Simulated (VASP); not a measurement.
Here is a VASP 6.6.1 calculation.

The input INCAR:

```
PREC     = Accurate       # precision mode
ENCUT    = 600            # plane-wave cutoff, eV
EDIFF    = 1E-7           # SCF threshold, eV
ISMEAR   = 1              # smearing method
SIGMA    = 0.1            # smearing width, eV
LREAL    = F              # projectors in reciprocal space
LASPH    = T              # aspherical terms in the spheres
NELM     = 80             # most SCF steps
ALGO     = Normal         # electronic algorithm
ISIF     = 3              # what is computed and relaxed
LWAVE    = F              # write WAVECAR
LCHARG   = F              # write CHGCAR
GGA      = PE             # functional
IBRION   = 2              # ionic algorithm
NSW      = 90             # ionic steps
EDIFFG   = -0.005         # ionic threshold
```

Contents of KPOINTS:

```
regular mesh
0
Gamma
  15 15 13
```

POSCAR

```
WC                                      
1.0
    2.9239167955      0.0000000000      0.0000000000
   -1.4619583977      2.5321862234     -0.0000000000
   -0.0000000000      0.0000000000      2.8495698060
  W               C             
     1     1
Direct
     0.0000000000000000    0.0000000000000000    1.0000000000000000
     0.6666666667000030    0.3333333332999970    0.5000000000000000
```

Potentials or basis: VASP PAW PBE potentials, release 64 (W_sv, C).

Run with:

```console
$ cat potpaw_PBE.64/W_sv/POTCAR potpaw_PBE.64/C/POTCAR > POTCAR
$ mpirun -np 1 vasp_std > vasp.out
```

(1) What does it give for the band gap on the k mesh?

Results:

(1) none (metal or under the smearing width).

Caveat: the relaxation stopped at its first step, so nothing moved.
